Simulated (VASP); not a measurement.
# Si (Fd-3m) in VASP: a series of runs, part 2 of 2

VASP 6.6.1.

## Step 3: Relaxation of cell and atoms, r2SCAN+rVV10

This run uses another cell than the first one, of 20.12 Å³/atom, 1.002 times its volume.

The input, POSCAR:

```
Si
1.0
    0.0000000000      2.7200000000      2.7200000000
    2.7200000000      0.0000000000      2.7200000000
    2.7200000000      2.7200000000      0.0000000000
Si
2
Direct
    0.0000000000      0.0000000000      0.0000000000
    0.2500000000      0.2500000000      0.2500000000
```

The input, INCAR.step1:

```
SYSTEM = Si
PREC = Accurate
ENCUT = 600
ISMEAR = 0
SIGMA = 0.02
LREAL = .False.
LASPH = .True.
NELM = 100
GGA = PE
ALGO = Normal
EDIFF = 1E-4
LWAVE = .True.
LCHARG = .False.
```

The input, INCAR.step2:

```
SYSTEM = Si
PREC = Accurate
ENCUT = 600
EDIFF = 1E-7
ISMEAR = 0
SIGMA = 0.02
LREAL = .False.
LASPH = .True.
NELM = 100
ALGO = Normal
ISIF = 3
LWAVE = .False.
LCHARG = .False.
METAGGA = R2SCAN
LMIXTAU = .True.
LUSE_VDW = .True.
IVDW_NL = 2
BPARAM = 11.95
CPARAM = 0.0093
IBRION = 2
NSW = 100
EDIFFG = -0.002
ISTART = 1
```

The input, KPOINTS:

```
Automatic mesh
0
Gamma
  10 10 10
  0 0 0
```

Potentials or basis: VASP PAW PBE potentials, release 64 (Si).

Command:

```
$ cat potpaw_PBE.64/Si/POTCAR > POTCAR
$ cp INCAR.step1 INCAR
$ mpirun -np 1 vasp_std > vasp.out
$ cp INCAR.step2 INCAR
$ mpirun -np 1 vasp_std > vasp.out
```

OUTCAR:

```text
SYSTEM = Si
   PREC = Accurate
   ENCUT = 600
   EDIFF = 1E-7
   ISMEAR = 0
   LREAL = .False.
   LASPH = .True.
   NELM = 100
   ISIF = 3
   METAGGA = R2SCAN
   IVDW_NL = 2
   BPARAM = 11.95
   IBRION = 2
   NSW = 100
   EDIFFG = -0.002
   ISTART = 1

 ion  position               nearest neighbor table
   1  0.000  0.000  0.000-   2 2.36   2 2.36   2 2.36   2 2.36
   2  0.250  0.250  0.250-   1 2.36   1 2.36   1 2.36   1 2.36

  LATTYP: Found a face centered cubic cell.
 ALAT       =     5.4400000000

  Lattice vectors:

 A1 = (   0.0000000000,   2.7200000000,   2.7200000000)
 A2 = (   2.7200000000,   0.0000000000,   2.7200000000)
 A3 = (   2.7200000000,   2.7200000000,   0.0000000000)

Analysis of symmetry for initial positions (statically):
=====================================================================
 Subroutine PRICEL returns:
 Original cell was already a primitive cell.

 Routine SETGRP: Setting up the symmetry group for a
 face centered cubic supercell.

 Subroutine GETGRP returns: Found 48 space group operations
 (whereof 24 operations were pure point group operations)
 out of a pool of 48 trial point group operations.

The static configuration has the point symmetry T_d .
 The point group associated with its full space group is O_h .

Analysis of symmetry for dynamics (positions and initial velocities):
=====================================================================
 Subroutine PRICEL returns:
 Original cell was already a primitive cell.

 Routine SETGRP: Setting up the symmetry group for a
 face centered cubic supercell.

 Subroutine GETGRP returns: Found 48 space group operations
 (whereof 24 operations were pure point group operations)
 out of a pool of 48 trial point group operations.

The dynamic configuration has the point symmetry T_d .
 The point group associated with its full space group is O_h .

 Subroutine INISYM returns: Found 48 space group operations
 (whereof 24 operations are pure point group operations),
 and found     1 'primitive' translations

----------------------------------------------------------------------------------------

                                     Primitive cell

  volume of cell :      40.2473

  direct lattice vectors                    reciprocal lattice vectors
     0.000000000  2.720000000  2.720000000    -0.183823529  0.183823529  0.183823529
     2.720000000  0.000000000  2.720000000     0.183823529 -0.183823529  0.183823529
     2.720000000  2.720000000  0.000000000     0.183823529  0.183823529 -0.183823529

  length of vectors
     3.846660890  3.846660890  3.846660890     0.318391693  0.318391693  0.318391693

  position of ions in fractional coordinates (direct lattice)
     0.000000000  0.000000000  0.000000000
     0.250000000  0.250000000  0.250000000

  ion indices of the primitive-cell ions
   primitive index   ion index
                 1           1
                 2           2

----------------------------------------------------------------------------------------

 KPOINTS: Automatic mesh

Automatic generation of k-mesh.
[... 54 lines left out ...]
   NGX,Y,Z   is equivalent  to a cutoff of  13.83, 13.83, 13.83 a.u.
   NGXF,Y,Z  is equivalent  to a cutoff of  27.66, 27.66, 27.66 a.u.
 SYSTEM =  Si
   PREC   = accura    normal or accurate (medium, high low for compatibility)
   ISTART =      1    job   : 0-new  1-cont  2-samecut
   ICHARG =      0    charge: 1-file 2-atom 10-const
   ISPIN  =      1    spin polarized calculation?
   LNONCOLLINEAR =      F non collinear calculations
   LSORBIT =      F    spin-orbit coupling
   LASPH  =      T    aspherical Exc in radial PAW
   ENCUT  =  600.0 eV  44.10 Ry    6.64 a.u.   7.68  7.68  7.68*2*pi/ulx,y,z
   NELM   =    100;   NELMIN=  2; NELMDL=  0     # of ELM steps
   EDIFF  = 0.1E-06   stopping-criterion for ELM
   LREAL  =      F    real-space projection
   EDIFFG = -.2E-02   stopping-criterion for IOM
   NSW    =    100    number of steps for IOM
   IBRION =      2    ionic relax: 0-MD 1-quasi-New 2-CG
   NFREE  =      1    steps in history (QN), initial steepest desc. (CG)
   ISIF   =      3    stress and relaxation
   ISYM   =      2    0-nonsym 1-usesym 2-fastsym
   POTIM  = 0.5000    time-step for ionic-motion
   TEBEG  =    0.0;   TEEND  =   0.0 temperature during run
   PSTRESS=    0.0 pullay stress
   NELECT =       8.0000    total number of electrons
   NUPDOWN=      -1.0000    fix difference up-down
   EMIN   =  10.00;   EMAX   =-10.00  energy-range for DOS
   EFERMI =   0.00;   METHOD = LEGACY
   ISMEAR =     0;   SIGMA  =   0.02  broadening in eV -4-tet -1-fermi 0-gaus
   EFERMI_NEDOS =   21; number of points for ismear=-14 and -15
   IALGO  =     38    algorithm
   IMIX   =      4    mixing-type and parameters
     AMIX     =   0.40;   BMIX     =  1.00
     AMIX_MAG =   1.60;   BMIX_MAG =  1.00
  volume/ion in A,a.u.               =      20.12       135.80
  Fermi-wavevector in a.u.,A,eV,Ry     =   0.955416  1.805475 12.419671  0.912820
  Thomas-Fermi vector in A             =   2.084252
   LORBIT       =      0    0 simple, 1 ext, 2 COOP (PROOUT), +10 PAW based schemes
   METAGGA = R2SCAN    functional components
   LHFCALC =     F    Hartree Fock is set to
   AEXX    =    0.0000 exact exchange contribution
   IVDW_NL    =     2    kernel type
   BPARAM     =11.9500
   IVDW    =     0    specifies the selected vdW correction
   LEPSILON=     F    determine dielectric tensor
   LRPA    =     F    only Hartree local field effects (RPA)
 conjugate gradient relaxation of ions
 non-spin polarized calculation
 Gauss-broadening in eV      SIGMA  =   0.02
  energy-cutoff  :      600.00
  volume of cell :       40.25
 maximum number of plane-waves:      1363
   NGX = 15   NGY = 15   NGZ = 15

--------------------------------------- Ionic step        1  -------------------------------------------

 number of electron       8.0000000 magnetization

 Free energy of the ion-electron system (eV)
  ---------------------------------------------------
  ext. energy  EPLUGINS =         0.00000000
  ---------------------------------------------------
  free energy    TOTEN  =       -17.40345050 eV

  energy without entropy =      -17.40345050  energy(sigma->0) =      -17.40345050

------------------------ aborting loop because EDIFF is reached ----------------------------------------

  FORCE on cell =-STRESS in cart. coord.  units (eV):
  Direction    XX          YY          ZZ          XY          YZ          ZX
  --------------------------------------------------------------------------------------
  -------------------------------------------------------------------------------------
  Total       -0.1162860     -0.1162860     -0.1162860     -0.0000000     -0.0000000     -0.0000000
  in kB       -4.6291497     -4.6291497     -4.6291497     -0.0000000     -0.0000000     -0.0000000
  external PRESSURE =      -4.6291497 kB  Pullay stress =       0.0000000 kB
[... 59 lines left out ...]
--------------------------------------- Ionic step        3  -------------------------------------------

 number of electron       7.9999999 magnetization

 Free energy of the ion-electron system (eV)
  ---------------------------------------------------
  ext. energy  EPLUGINS =         0.00000000
  ---------------------------------------------------
  free energy    TOTEN  =       -17.40373022 eV

  energy without entropy =      -17.40373022  energy(sigma->0) =      -17.40373022

 E-fermi :   5.8512     XC(G=0):  -9.8922

 val. band max:        5.7333526015   @ k =   0.0000   0.0000   0.0000
 cond. band min:       6.4794472554   @ k =   0.4000   0.4000   0.0000
 fundamental gap:      0.7460946540
 Fermi energy:         5.8511603787

 k-point     1 :       0.0000    0.0000    0.0000
  band No.  band energies     occupation
      1      -6.8012      2.00000
      2       5.7334      2.00000
      3       5.7334      2.00000
      4       5.7334      2.00000
      5       8.4829      0.00000
      6       8.4829      0.00000
      7       8.4829      0.00000
      8       9.7113      0.00000
[... 243 lines left out ...]
 k-point    24 :       0.4000    0.3000    0.0000
  band No.  band energies     occupation
      1      -4.5213      2.00000
      2       0.1041      2.00000
      3       2.7300      2.00000
      4       3.1579      2.00000
      5       6.9618      0.00000
      6       8.2158      0.00000
      7      13.1966      0.00000
      8      13.2783      0.00000

 [... further k-points ...]

------------------------ aborting loop because EDIFF is reached ----------------------------------------

  FORCE on cell =-STRESS in cart. coord.  units (eV):
  Direction    XX          YY          ZZ          XY          YZ          ZX
  --------------------------------------------------------------------------------------
  -------------------------------------------------------------------------------------
  Total        0.0015243      0.0015243      0.0015243      0.0000000      0.0000000      0.0000000
  in kB        0.0609703      0.0609703      0.0609703      0.0000000      0.0000000      0.0000000
  external PRESSURE =       0.0609703 kB  Pullay stress =       0.0000000 kB
[... 17 lines left out ...]
  FREE ENERGIE OF THE ION-ELECTRON SYSTEM (eV)
  ---------------------------------------------------
  free  energy   TOTEN  =       -17.4037302203 eV

  energy  without entropy=      -17.4037302203  energy(sigma->0) =      -17.40373022

 reached required accuracy - stopping structural energy minimisation
```

Wall time 4.3 min (1 thread of Intel Xeon Platinum 8488C (Sapphire Rapids), shared host); peak memory 0.31 GiB.

Results:

* Free energy: -17.4037 eV
* Relaxed volume: 20.03 Å³/atom
* Relaxed cell: a = 3.841 Å, b = 3.841 Å, c = 3.841 Å, α = 60.00°, β = 60.00°, γ = 60.00°
* Space group after relaxing (to 0.05 Å): Fd-3m (No. 227)
* Energy gained by relaxing: 0.1 meV/atom
* Ionic steps: 3
* Pressure after relaxing: 0.0 GPa
* Band gap on the k mesh: 0.75 eV, indirect (least direct gap 2.75 eV)

Step by step:
```tsv
step	energy change (eV)	largest force (eV/Å)	pressure (GPa)	volume (Å³)
1	0.0000	0.0000	-0.46	40.25
2	-0.0001	0.0000	0.37	39.91
3	-0.0003	0.0000	0.01	40.06
```

Final structure:
```xyz
2
Lattice="0.0000 2.7157 2.7157 2.7157 0.0000 2.7157 2.7157 2.7157 0.0000" Properties=species:S:1:pos:R:3 pbc="T T T"
Si    0.0000    0.0000    0.0000
Si    1.3578    1.3578    1.3578
```

Caveat: the PAW data sets were made with another functional, which shifts forces and pressure a little. A k mesh can miss the band edges.

## Step 4: Single point, r2SCAN+rVV10

This run uses another cell than the first one, of 20.12 Å³/atom, 1.002 times its volume.

POSCAR is that of step 3.

The input, INCAR.step1:

```
PREC = Accurate
ENCUT = 520
ISMEAR = 0
SIGMA = 0.1
LREAL = False
LASPH = True
NELM = 100
NBANDS = 11
GGA = PE
ALGO = Normal
EDIFF = 1E-4
LWAVE = True
LCHARG = False
```

The input, INCAR.step2:

```
PREC = Accurate
ENCUT = 520
EDIFF = 1E-6
ISMEAR = 0
SIGMA = 0.1
LREAL = False
LASPH = True
NELM = 100
ALGO = Normal
ISIF = 2
LWAVE = False
LCHARG = False
METAGGA = R2SCAN
LMIXTAU = True
LUSE_VDW = True
IVDW_NL = 2
BPARAM = 11.95
CPARAM = 0.0093
NBANDS = 11
ISTART = 1
```

The input, KPOINTS:

```
regular mesh
0
Gamma
  6 6 6
```

Potentials or basis: VASP PAW PBE potentials, release 64 (Si).

Command:

```
$ cat potpaw_PBE.64/Si/POTCAR > POTCAR
$ cp INCAR.step1 INCAR
$ mpirun -np 1 vasp_std > vasp.out
$ cp INCAR.step2 INCAR
$ mpirun -np 1 vasp_std > vasp.out
```

OUTCAR:

```text
PREC = Accurate
   ENCUT = 520
   EDIFF = 1E-6
   ISMEAR = 0
   LREAL = False
   LASPH = True
   NELM = 100
   ISIF = 2
   METAGGA = R2SCAN
   IVDW_NL = 2
   BPARAM = 11.95
   ISTART = 1

 ion  position               nearest neighbor table
   1  0.000  0.000  0.000-   2 2.36   2 2.36   2 2.36   2 2.36
   2  0.250  0.250  0.250-   1 2.36   1 2.36   1 2.36   1 2.36

  LATTYP: Found a face centered cubic cell.
 ALAT       =     5.4400000000

  Lattice vectors:

 A1 = (   0.0000000000,   2.7200000000,   2.7200000000)
 A2 = (   2.7200000000,   0.0000000000,   2.7200000000)
 A3 = (   2.7200000000,   2.7200000000,   0.0000000000)

Analysis of symmetry for initial positions (statically):
=====================================================================
 Subroutine PRICEL returns:
 Original cell was already a primitive cell.

 Routine SETGRP: Setting up the symmetry group for a
 face centered cubic supercell.

 Subroutine GETGRP returns: Found 48 space group operations
 (whereof 24 operations were pure point group operations)
 out of a pool of 48 trial point group operations.

The static configuration has the point symmetry T_d .
 The point group associated with its full space group is O_h .

Analysis of symmetry for dynamics (positions and initial velocities):
=====================================================================
 Subroutine PRICEL returns:
 Original cell was already a primitive cell.

 Routine SETGRP: Setting up the symmetry group for a
 face centered cubic supercell.

 Subroutine GETGRP returns: Found 48 space group operations
 (whereof 24 operations were pure point group operations)
 out of a pool of 48 trial point group operations.

The dynamic configuration has the point symmetry T_d .
 The point group associated with its full space group is O_h .

 Subroutine INISYM returns: Found 48 space group operations
 (whereof 24 operations are pure point group operations),
 and found     1 'primitive' translations

[... 111 lines left out ...]
   LHFCALC =     F    Hartree Fock is set to
   AEXX    =    0.0000 exact exchange contribution
   IVDW_NL    =     2    kernel type
   BPARAM     =11.9500
   IVDW    =     0    specifies the selected vdW correction
   LEPSILON=     F    determine dielectric tensor
   LRPA    =     F    only Hartree local field effects (RPA)
 non-spin polarized calculation
 Gauss-broadening in eV      SIGMA  =   0.10
  energy-cutoff  :      520.00
  volume of cell :       40.25
 maximum number of plane-waves:      1106
 NGX is ok and might be reduce to    30
   NGX = 15   NGY = 15   NGZ = 15

 number of electron       8.0000001 magnetization

 Free energy of the ion-electron system (eV)
  ---------------------------------------------------
  ext. energy  EPLUGINS =         0.00000000
  ---------------------------------------------------
  free energy    TOTEN  =       -17.38239833 eV

  energy without entropy =      -17.38239833  energy(sigma->0) =      -17.38239833

 E-fermi :   6.1380     XC(G=0):  -9.8700

 val. band max:        5.6911715154   @ k =   0.0000   0.0000   0.0000
 cond. band min:       6.5803504503   @ k =   0.5000   0.5000   0.0000
 fundamental gap:      0.8891789350
 Fermi energy:         6.1379956640

 k-point     1 :       0.0000    0.0000    0.0000
  band No.  band energies     occupation
      1      -6.8098      2.00000
      2       5.6912      2.00000
      3       5.6912      2.00000
      4       5.6912      2.00000
      5       8.4367      0.00000
      6       8.4367      0.00000
      7       8.4367      0.00000
      8       9.6110      0.00000
      9      13.8054      0.00000
     10      13.8054      0.00000
     11      14.2748      0.00000
[... 197 lines left out ...]
 k-point    16 :      -0.3333    0.5000    0.1667
  band No.  band energies     occupation
      1      -2.3285      2.00000
      2      -2.3285      2.00000
      3       1.8826      2.00000
      4       1.8826      2.00000
      5       8.6897      0.00000
      6       8.6897      0.00000
      7      12.9172      0.00000
      8      12.9172      0.00000
      9      16.9341      0.00000
     10      16.9341      0.00000
     11      19.4388      0.00000

------------------------ aborting loop because EDIFF is reached ----------------------------------------

  FORCE on cell =-STRESS in cart. coord.  units (eV):
  Direction    XX          YY          ZZ          XY          YZ          ZX
  --------------------------------------------------------------------------------------
  -------------------------------------------------------------------------------------
  Total       -0.0986680     -0.0986680     -0.0986680      0.0000000      0.0000000     -0.0000000
  in kB       -3.9278067     -3.9278067     -3.9278067      0.0000000      0.0000000     -0.0000000
  external PRESSURE =      -3.9278067 kB  Pullay stress =       0.0000000 kB

 VOLUME and BASIS-vectors are now :
 -----------------------------------------------------------------------------
  energy-cutoff  :      520.00
  volume of cell :       40.25
      direct lattice vectors                 reciprocal lattice vectors
     0.000000000  2.720000000  2.720000000    -0.183823529  0.183823529  0.183823529
     2.720000000  0.000000000  2.720000000     0.183823529 -0.183823529  0.183823529
     2.720000000  2.720000000  0.000000000     0.183823529  0.183823529 -0.183823529

 POSITION                                       TOTAL-FORCE (eV/Angst)
 -----------------------------------------------------------------------------------
      0.00000      0.00000      0.00000        -0.000000     -0.000000     -0.000000
      1.36000      1.36000      1.36000         0.000000      0.000000      0.000000
 -----------------------------------------------------------------------------------
    total drift:                               -0.000000     -0.000000     -0.000000

  FREE ENERGIE OF THE ION-ELECTRON SYSTEM (eV)
  ---------------------------------------------------
  free  energy   TOTEN  =       -17.3823983324 eV

  energy  without entropy=      -17.3823983324  energy(sigma->0) =      -17.38239833
```

OUTCAR.step1:

```text
PREC = Accurate
   ENCUT = 520
   ISMEAR = 0
   LREAL = False
   LASPH = True
[... 438 lines left out ...]
      0.00000      0.00000      0.00000         0.000000      0.000000      0.000000
      1.36000      1.36000      1.36000        -0.000000     -0.000000     -0.000000
 -----------------------------------------------------------------------------------
    total drift:                               -0.000000     -0.000000     -0.000000

  FREE ENERGIE OF THE ION-ELECTRON SYSTEM (eV)
  ---------------------------------------------------
  free  energy   TOTEN  =       -10.8231995792 eV

  energy  without entropy=      -10.8231995725  energy(sigma->0) =      -10.82319958
```

Run time: 49 s. Hardware: 1 thread of Intel Xeon Platinum 8488C (Sapphire Rapids), shared host; peak memory 0.27 GiB.

What came out:

| Property | Result |
| --- | --- |
| Free energy | -17.3824 eV |
| Pressure | -0.4 GPa |
| Band gap on the k mesh | 0.89 eV, indirect (least direct gap 2.75 eV) |

Caveat: the PAW data sets were made with another functional, which shifts forces and pressure a little. r2SCAN opens gaps a little over a GGA but as a rule still falls short of measured ones.

## Step 5: Overview

```tsv
task	cell	k mesh	cutoff (eV)	smearing	gap on the mesh (eV)	pressure (GPa)
single point	Fd-3m, 20.07 Å³/atom	10 × 10 × 10	520	gaussian 0.02 eV	0.75	-0.2
relaxation of cell and atoms	relaxed	10 × 10 × 10	600	gaussian 0.02 eV	0.75	0.0
single point	Fd-3m, 20.12 Å³/atom	6 × 6 × 6	520	gaussian 0.1 eV	0.89	-0.4
```

Alike in all rows: level r2SCAN+rVV10; potentials or basis VASP PAW PBE potentials, release 64 (Si); no spin polarisation.

Caveats: the PAW data sets were made with another functional, which shifts forces and pressure a little.

Absolute energies hang on the potentials; compare differences alone.
